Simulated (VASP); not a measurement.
# CaF2 (Fluorite) (Fm-3m) in VASP: further runs

Runs on CaF2 (Fluorite). Level: PBE+D3(BJ). Tasks: single point, relaxation of cell and atoms.

All numbers are computed with VASP 6.6.1; they aren't measurements. Logs are shortened: lines on timing, memory, paths and dates and some standing lists are left out, and cuts for length are marked.

### Step 1. Starting point

The structure is cubic, space group Fm-3m (No. 225). Conventional cell: a = 5.510 Å, b = 5.510 Å, c = 5.510 Å, α = 90.00°, β = 90.00°, γ = 90.00°. Ca (site symmetry m-3m) is surrounded by 8 F at 2.39 Å. F (site symmetry -43m) is surrounded by 4 Ca at 2.39 Å.

### Step 2. Single point, PBE+D3(BJ) (relaxed again under DFT PBE+D3(BJ), scalar-relativistic, plane waves, PAW)

The input, INCAR:

```
  PREC = Accurate
  ENCUT = 520
  EDIFF = 1E-6
  ISMEAR = 0
  SIGMA = 0.02
  LREAL = F
  LASPH = T
  NELM = 60
  ALGO = Fast
  ISIF = 2
  LWAVE = F
  LCHARG = F
  GGA = PE
  IVDW = 12
  NBANDS = 19
```

The input, KPOINTS:

```
regular mesh
0
Gamma
  8 8 8
```

The input, POSCAR:

```
CaF2
1.0
    0.0000000000      2.7348208459      2.7348208459
    2.7348208459      0.0000000000      2.7348208459
    2.7348208459      2.7348208459      0.0000000000
Ca F
1 2
Direct
    0.0000000000      0.0000000000      0.0000000000
    0.2500000000      0.2500000000      0.2500000000
    0.7500000000      0.7500000000      0.7500000000
```

Potentials or basis: VASP PAW PBE potentials, release 64 (Ca_sv, F).

Launch:

```bash
$ cat potpaw_PBE.64/Ca_sv/POTCAR potpaw_PBE.64/F/POTCAR > POTCAR
$ mpirun -np 1 vasp_std > vasp.out
```

OUTCAR:

```text
PREC = Accurate
   ENCUT = 520
   EDIFF = 1E-6
   ISMEAR = 0
   LREAL = F
   LASPH = T
   NELM = 60
   ISIF = 2
   GGA = PE
   IVDW = 12
 IVDW          = 12

 ion  position               nearest neighbor table
   1  0.000  0.000  0.000-   3 2.37   3 2.37   3 2.37   2 2.37   3 2.37   2 2.37   2 2.37   2 2.37

   2  0.250  0.250  0.250-   1 2.37   1 2.37   1 2.37   1 2.37
   3  0.750  0.750  0.750-   1 2.37   1 2.37   1 2.37   1 2.37

  LATTYP: Found a face centered cubic cell.
 ALAT       =     5.4696416918

  Lattice vectors:

 A1 = (   0.0000000000,   2.7348208459,   2.7348208459)
 A2 = (   2.7348208459,   0.0000000000,   2.7348208459)
 A3 = (   2.7348208459,   2.7348208459,   0.0000000000)

Analysis of symmetry for initial positions (statically):
=====================================================================
 Subroutine PRICEL returns:
 Original cell was already a primitive cell.

 Routine SETGRP: Setting up the symmetry group for a
 face centered cubic supercell.

 Subroutine GETGRP returns: Found 48 space group operations
 (whereof 48 operations were pure point group operations)
 out of a pool of 48 trial point group operations.

The static configuration has the point symmetry O_h .

Analysis of symmetry for dynamics (positions and initial velocities):
=====================================================================
 Subroutine PRICEL returns:
 Original cell was already a primitive cell.

 Routine SETGRP: Setting up the symmetry group for a
 face centered cubic supercell.

 Subroutine GETGRP returns: Found 48 space group operations
 (whereof 48 operations were pure point group operations)
 out of a pool of 48 trial point group operations.

The dynamic configuration has the point symmetry O_h .

 Subroutine INISYM returns: Found 48 space group operations
 (whereof 48 operations are pure point group operations),
 and found     1 'primitive' translations

----------------------------------------------------------------------------------------

                                     Primitive cell

  volume of cell :      40.9088

  direct lattice vectors                    reciprocal lattice vectors
     0.000000000  2.734820846  2.734820846    -0.182827332  0.182827332  0.182827332
     2.734820846  0.000000000  2.734820846     0.182827332 -0.182827332  0.182827332
     2.734820846  2.734820846  0.000000000     0.182827332  0.182827332 -0.182827332

  length of vectors
     3.867620731  3.867620731  3.867620731     0.316666229  0.316666229  0.316666229

  position of ions in fractional coordinates (direct lattice)
     0.000000000  0.000000000  0.000000000
     0.250000000  0.250000000  0.250000000
     0.750000000  0.750000000  0.750000000

  ion indices of the primitive-cell ions
   primitive index   ion index
                 1           1
                 2           2
                 3           3

----------------------------------------------------------------------------------------

 KPOINTS: regular mesh

Automatic generation of k-mesh.
 Grid dimensions read from file:
 generate k-points for:    8    8    8

 Generating k-lattice:

  Cartesian coordinates                     Fractional coordinates (reciprocal lattice)
    -0.022853417  0.022853417  0.022853417     0.125000000  0.000000000  0.000000000
     0.022853417 -0.022853417  0.022853417     0.000000000  0.125000000  0.000000000
     0.022853417  0.022853417 -0.022853417     0.000000000  0.000000000  0.125000000

  Length of vectors
     0.039583279  0.039583279  0.039583279

  Shift w.r.t. Gamma in fractional coordinates (k-lattice)
     0.000000000  0.000000000  0.000000000

 Subroutine IBZKPT returns following result:
 ===========================================

 Found     29 irreducible k-points:

 Following reciprocal coordinates:
            Coordinates               Weight
  0.000000  0.000000  0.000000      1.000000
  0.125000  0.000000  0.000000      8.000000
  0.250000  0.000000  0.000000      8.000000
  0.375000  0.000000  0.000000      8.000000
  0.500000  0.000000  0.000000      4.000000
  0.125000  0.125000  0.000000      6.000000
[... 16 lines left out ...]
  0.500000  0.250000  0.125000     48.000000
 -0.375000  0.250000  0.125000     24.000000
 [... further k-points ...]
   k-points           NKPTS =     29   k-points in BZ     NKDIM =     29   number of bands    NBANDS=     19
   number of dos      NEDOS =    301   number of ions     NIONS =      3
   total plane-waves  NPLWV =  27000
   dimension x,y,z NGX =    30 NGY =   30 NGZ =   30
   dimension x,y,z NGXF=    60 NGYF=   60 NGZF=   60
   ions per type =               1   2
   NGX,Y,Z   is equivalent  to a cutoff of  12.90, 12.90, 12.90 a.u.
   NGXF,Y,Z  is equivalent  to a cutoff of  25.79, 25.79, 25.79 a.u.
 SYSTEM =  unknown system
   PREC   = accura    normal or accurate (medium, high low for compatibility)
   ISTART =      0    job   : 0-new  1-cont  2-samecut
   ICHARG =      2    charge: 1-file 2-atom 10-const
   ISPIN  =      1    spin polarized calculation?
   LNONCOLLINEAR =      F non collinear calculations
   LSORBIT =      F    spin-orbit coupling
   LASPH  =      T    aspherical Exc in radial PAW
   ENCUT  =  520.0 eV  38.22 Ry    6.18 a.u.   7.19  7.19  7.19*2*pi/ulx,y,z
   NELM   =     60;   NELMIN=  2; NELMDL= -5     # of ELM steps
   EDIFF  = 0.1E-05   stopping-criterion for ELM
   LREAL  =      F    real-space projection
   EDIFFG = 0.1E-04   stopping-criterion for IOM
   NSW    =      0    number of steps for IOM
   IBRION =     -1    ionic relax: 0-MD 1-quasi-New 2-CG
   NFREE  =      0    steps in history (QN), initial steepest desc. (CG)
   ISIF   =      2    stress and relaxation
   ISYM   =      2    0-nonsym 1-usesym 2-fastsym
   POTIM  = 0.5000    time-step for ionic-motion
   TEBEG  =    0.0;   TEEND  =   0.0 temperature during run
   PSTRESS=    0.0 pullay stress
   NELECT =      24.0000    total number of electrons
   NUPDOWN=      -1.0000    fix difference up-down
   EMIN   =  10.00;   EMAX   =-10.00  energy-range for DOS
   EFERMI =   0.00;   METHOD = LEGACY
   ISMEAR =     0;   SIGMA  =   0.02  broadening in eV -4-tet -1-fermi 0-gaus
   EFERMI_NEDOS =   21; number of points for ismear=-14 and -15
   IALGO  =     68    algorithm
   IMIX   =      4    mixing-type and parameters
     AMIX     =   0.40;   BMIX     =  1.00
     AMIX_MAG =   1.60;   BMIX_MAG =  1.00
  volume/ion in A,a.u.               =      13.64        92.02
  Fermi-wavevector in a.u.,A,eV,Ry     =   1.370481  2.589834 25.554711  1.878218
  Thomas-Fermi vector in A             =   2.496263
   LORBIT       =      0    0 simple, 1 ext, 2 COOP (PROOUT), +10 PAW based schemes
   GGA     = PE    functional components
   LHFCALC =     F    Hartree Fock is set to
   AEXX    =    0.0000 exact exchange contribution
   IVDW    =    12    specifies the selected vdW correction
   LEPSILON=     F    determine dielectric tensor
   LRPA    =     F    only Hartree local field effects (RPA)
 non-spin polarized calculation
 RMM-DIIS sequential band-by-band and
 Gauss-broadening in eV      SIGMA  =   0.02
  energy-cutoff  :      520.00
  volume of cell :       40.91
 maximum number of plane-waves:      1124
 NGX is ok and might be reduce to    30
   NGX = 15   NGY = 15   NGZ = 15

 number of electron      23.9999989 magnetization

 Free energy of the ion-electron system (eV)
  ---------------------------------------------------
  ext. energy  EPLUGINS =         0.00000000
  ---------------------------------------------------
  free energy    TOTEN  =       -17.33184871 eV

  energy without entropy =      -17.33184871  energy(sigma->0) =      -17.33184871

 E-fermi :  -0.8006     XC(G=0):  -9.6106

 val. band max:       -0.9898669821   @ k =   0.5000   0.5000   0.0000
 cond. band min:       6.2630898803   @ k =   0.0000   0.0000   0.0000
 fundamental gap:      7.2529568624
 Fermi energy:        -0.8006162216

 k-point     1 :       0.0000    0.0000    0.0000
  band No.  band energies     occupation
      1     -37.0368      2.00000
      2     -20.9134      2.00000
      3     -20.1492      2.00000
      4     -17.9759      2.00000
      5     -17.9759      2.00000
      6     -17.9759      2.00000
[... 11 lines left out ...]
     18      10.2026      0.00000
     19      15.9207      0.00000

 k-point     2 :       0.1250    0.0000    0.0000
  band No.  band energies     occupation
      1     -37.0321      2.00000
      2     -20.9534      2.00000
      3     -20.1884      2.00000
      4     -17.9820      2.00000
      5     -17.9820      2.00000
      6     -17.9080      2.00000
[... 11 lines left out ...]
     18      10.1631      0.00000
     19      15.2042      0.00000

 k-point     3 :       0.2500    0.0000    0.0000
  band No.  band energies     occupation
      1     -37.0205      2.00000
      2     -21.0195      2.00000
      3     -20.3142      2.00000
      4     -17.9965      2.00000
      5     -17.9965      2.00000
      6     -17.7369      2.00000
[... 11 lines left out ...]
     18      10.0680      0.00000
     19      13.9231      0.00000

 k-point     4 :       0.3750    0.0000    0.0000
  band No.  band energies     occupation
      1     -37.0090      2.00000
      2     -21.0434      2.00000
      3     -20.4831      2.00000
      4     -18.0109      2.00000
      5     -18.0109      2.00000
      6     -17.5603      2.00000
[... 407 lines left out ...]
     18      10.1937      0.00000
     19      14.4021      0.00000

 k-point    23 :       0.5000    0.2500    0.1250
  band No.  band energies     occupation
      1     -37.0026      2.00000
      2     -21.0344      2.00000
      3     -20.6052      2.00000
      4     -18.0340      2.00000
      5     -17.8661      2.00000
      6     -17.5910      2.00000
[... 11 lines left out ...]
     18      10.8635      0.00000
     19      13.7136      0.00000

 k-point    24 :      -0.3750    0.2500    0.1250
  band No.  band energies     occupation
      1     -36.9988      2.00000
      2     -20.9684      2.00000
      3     -20.7434      2.00000
      4     -18.0413      2.00000
      5     -17.8203      2.00000
      6     -17.5702      2.00000
[... 11 lines left out ...]
     18      11.4979      0.00000
     19      13.1525      0.00000

 [... further k-points ...]

------------------------ aborting loop because EDIFF is reached ----------------------------------------

 Edisp (eV)   -0.46765

 E8    (eV) :    -0.1957

  FORCE on cell =-STRESS in cart. coord.  units (eV):
  Direction    XX          YY          ZZ          XY          YZ          ZX
  --------------------------------------------------------------------------------------
  -------------------------------------------------------------------------------------
  Total       0.06157     0.06157     0.06157     0.00000     0.00000     0.00000
  in kB       2.41151     2.41151     2.41151     0.00000     0.00000     0.00000
  external pressure =        2.41 kB  Pullay stress =        0.00 kB

 VOLUME and BASIS-vectors are now :
 -----------------------------------------------------------------------------
  energy-cutoff  :      520.00
  volume of cell :       40.91
      direct lattice vectors                 reciprocal lattice vectors
     0.000000000  2.734820846  2.734820846    -0.182827332  0.182827332  0.182827332
     2.734820846  0.000000000  2.734820846     0.182827332 -0.182827332  0.182827332
     2.734820846  2.734820846  0.000000000     0.182827332  0.182827332 -0.182827332

 POSITION                                       TOTAL-FORCE (eV/Angst)
 -----------------------------------------------------------------------------------
      0.00000      0.00000      0.00000        -0.000000     -0.000000     -0.000000
      1.36741      1.36741      1.36741        -0.000000     -0.000000     -0.000000
      4.10223      4.10223      4.10223         0.000000      0.000000      0.000000
 -----------------------------------------------------------------------------------
    total drift:                                0.000000     -0.000000      0.000000

  FREE ENERGIE OF THE ION-ELECTRON SYSTEM (eV)
  ---------------------------------------------------
  free  energy   TOTEN  =       -17.7994991231 eV

  energy  without entropy=      -17.7994991231  energy(sigma->0) =      -17.79949912
```

Wall time 30 s (1 thread of Intel Xeon Platinum 8375C at 2.90GHz (Ice Lake), shared host); peak memory 0.18 GiB.

What came out:

```yaml
Free_energy: -17.7995 eV
Pressure: 0.2 GPa
Band_gap_on_the_k_mesh: 7.25 eV, indirect (least direct gap 7.51 eV)
Dispersion_energy_per_atom: -0.156 eV
```

Levels at points of the mesh, in eV from the valence-band top:
| k point | band 10 | band 11 | band 12 | band 13 | band 14 | band 15 |
| --- | --- | --- | --- | --- | --- | --- |
| (0.00, 0.00, 0.00) | -0.26 | -0.26 | -0.26 | 7.25 | 9.15 | 9.15 |
| (0.50, 0.00, 0.00) | -1.23 | -0.83 | -0.83 | 9.36 | 9.36 | 9.72 |
| (0.50, 0.50, 0.00) | -0.36 | -0.36 | 0.00 | 8.10 | 9.49 | 10.06 |

### Step 3. Relaxation of cell and atoms, PBE+D3(BJ)

The input, INCAR:

```
  PREC = Accurate
  ENCUT = 600
  EDIFF = 1E-7
  ISMEAR = 0
  SIGMA = 0.02
  LREAL = False
  LASPH = True
  NELM = 60
  ALGO = Normal
  ISIF = 3
  LWAVE = False
  LCHARG = False
  GGA = PE
  IVDW = 12
  IBRION = 2
  NSW = 70
  EDIFFG = -0.005
```

The input, KPOINTS:

```
Automatic mesh
0
Gamma
  8 8 8
```

The input, POSCAR:

```
CaF2
1.0
    0.0000000000      2.7552132234      2.7552132234
    2.7552132234      0.0000000000      2.7552132234
    2.7552132234      2.7552132234      0.0000000000
Ca F
1 2
Direct
    0.0000000000      0.0000000000      0.0000000000
    0.2500000000      0.2500000000      0.2500000000
    0.7500000000      0.7500000000      0.7500000000
```

Potentials or basis: VASP PAW PBE potentials, release 64 (Ca_sv, F).

Launch:

```bash
$ cat potpaw_PBE.64/Ca_sv/POTCAR potpaw_PBE.64/F/POTCAR > POTCAR
$ mpirun -np 1 vasp_std > vasp.out
```

OUTCAR:

```text
PREC = Accurate
   ENCUT = 600
   EDIFF = 1E-7
   ISMEAR = 0
   LREAL = False
   LASPH = True
   NELM = 60
   ISIF = 3
   GGA = PE
   IVDW = 12
   IBRION = 2
   NSW = 70
   EDIFFG = -0.005
 IVDW          = 12

 ion  position               nearest neighbor table
   1  0.000  0.000  0.000-   3 2.39   3 2.39   3 2.39   2 2.39   3 2.39   2 2.39   2 2.39   2 2.39

   2  0.250  0.250  0.250-   1 2.39   1 2.39   1 2.39   1 2.39
   3  0.750  0.750  0.750-   1 2.39   1 2.39   1 2.39   1 2.39

  LATTYP: Found a face centered cubic cell.
 ALAT       =     5.5104264468

  Lattice vectors:

 A1 = (   0.0000000000,   2.7552132234,   2.7552132234)
 A2 = (   2.7552132234,   0.0000000000,   2.7552132234)
 A3 = (   2.7552132234,   2.7552132234,   0.0000000000)

Analysis of symmetry for initial positions (statically):
=====================================================================
 Subroutine PRICEL returns:
 Original cell was already a primitive cell.

 Routine SETGRP: Setting up the symmetry group for a
 face centered cubic supercell.

 Subroutine GETGRP returns: Found 48 space group operations
 (whereof 48 operations were pure point group operations)
 out of a pool of 48 trial point group operations.

The static configuration has the point symmetry O_h .
[... 222 lines left out ...]
 Fermi energy:        -0.7717560126

 k-point     1 :       0.0000    0.0000    0.0000
  band No.  band energies     occupation
      1     -37.0531      2.00000
      2     -20.9224      2.00000
      3     -20.1594      2.00000
      4     -17.9925      2.00000
      5     -17.9925      2.00000
      6     -17.9925      2.00000
[... 433 lines left out ...]
      3     -20.7511      2.00000
      4     -18.0574      2.00000
      5     -17.8373      2.00000
      6     -17.5882      2.00000
[... 8 lines left out ...]
     15       8.8161      0.00000
     16       9.2700      0.00000

 [... further k-points ...]

------------------------ aborting loop because EDIFF is reached ----------------------------------------

 Edisp (eV)   -0.46692

 E8    (eV) :    -0.1954

  FORCE on cell =-STRESS in cart. coord.  units (eV):
  Direction    XX          YY          ZZ          XY          YZ          ZX
  --------------------------------------------------------------------------------------
  -------------------------------------------------------------------------------------
  Total      -0.00548    -0.00548    -0.00548     0.00000     0.00000    -0.00000
  in kB      -0.21435    -0.21435    -0.21435     0.00000     0.00000    -0.00000
  external pressure =       -0.21 kB  Pullay stress =        0.00 kB

 VOLUME and BASIS-vectors are now :
 -----------------------------------------------------------------------------
  energy-cutoff  :      600.00
  volume of cell :       40.97
      direct lattice vectors                 reciprocal lattice vectors
     0.000000000  2.736222214  2.736222214    -0.182733697  0.182733697  0.182733697
     2.736222214  0.000000000  2.736222214     0.182733697 -0.182733697  0.182733697
     2.736222214  2.736222214  0.000000000     0.182733697  0.182733697 -0.182733697

 POSITION                                       TOTAL-FORCE (eV/Angst)
 -----------------------------------------------------------------------------------
      2.73622      5.47244      2.73622         0.000000     -0.000000     -0.000000
      1.36811      1.36811      1.36811         0.000000      0.000000     -0.000000
      4.10433      4.10433      4.10433        -0.000000      0.000000      0.000000
 -----------------------------------------------------------------------------------
    total drift:                               -0.000000     -0.000000      0.000000

  FREE ENERGIE OF THE ION-ELECTRON SYSTEM (eV)
  ---------------------------------------------------
  free  energy   TOTEN  =       -17.8065467999 eV

  energy  without entropy=      -17.8065467999  energy(sigma->0) =      -17.80654680

 reached required accuracy - stopping structural energy minimisation
```

Wall time 36 s (1 thread of Intel Xeon Platinum 8375C at 2.90GHz (Ice Lake), shared host); peak memory 0.2 GiB.

What came out:

* Free energy: -17.8065 eV
* Relaxed volume: 13.66 Å³/atom
* Relaxed cell: a = 3.870 Å, b = 3.870 Å, c = 3.870 Å, α = 60.00°, β = 60.00°, γ = 60.00°
* Space group after relaxing (to 0.05 Å): Fm-3m (No. 225)
* Energy gained by relaxing: 1.5 meV/atom
* Ionic steps: 2
* Pressure after relaxing: 0.0 GPa
* Band gap on the k mesh: 7.25 eV, indirect (least direct gap 7.50 eV)
* Dispersion energy per atom: -0.156 eV

The path:
| step | energy change (eV) | largest force (eV/Å) | pressure (GPa) | volume (Å³) |
| --- | --- | --- | --- | --- |
| 1 | 0.0000 | 0.0000 | -1.64 | 41.83 |
| 2 | -0.0046 | 0.0000 | -0.02 | 40.97 |

Final structure:
```
Ca F
1.0
     0.00000    2.73622    2.73622
     2.73622    0.00000    2.73622
     2.73622    2.73622    0.00000
Ca F
1 2
Direct
  0.00000 0.00000 0.00000
  0.25000 0.25000 0.25000
  0.75000 0.75000 0.75000
```

Levels at points of the mesh, in eV from the valence-band top:
| k point | band 9 | band 10 | band 11 | band 12 | band 13 | band 14 | band 15 | band 16 |
| --- | --- | --- | --- | --- | --- | --- | --- | --- |
| (0.00, 0.00, 0.00) | -2.09 | -0.26 | -0.26 | -0.26 | 7.25 | 9.14 | 9.14 | 11.18 |
| (0.50, 0.00, 0.00) | -1.28 | -1.23 | -0.83 | -0.83 | 9.36 | 9.36 | 9.71 | 10.70 |
| (0.50, 0.50, 0.00) | -1.64 | -0.36 | -0.36 | 0.00 | 8.10 | 9.48 | 10.05 | 10.83 |

A k mesh can miss the band edges.
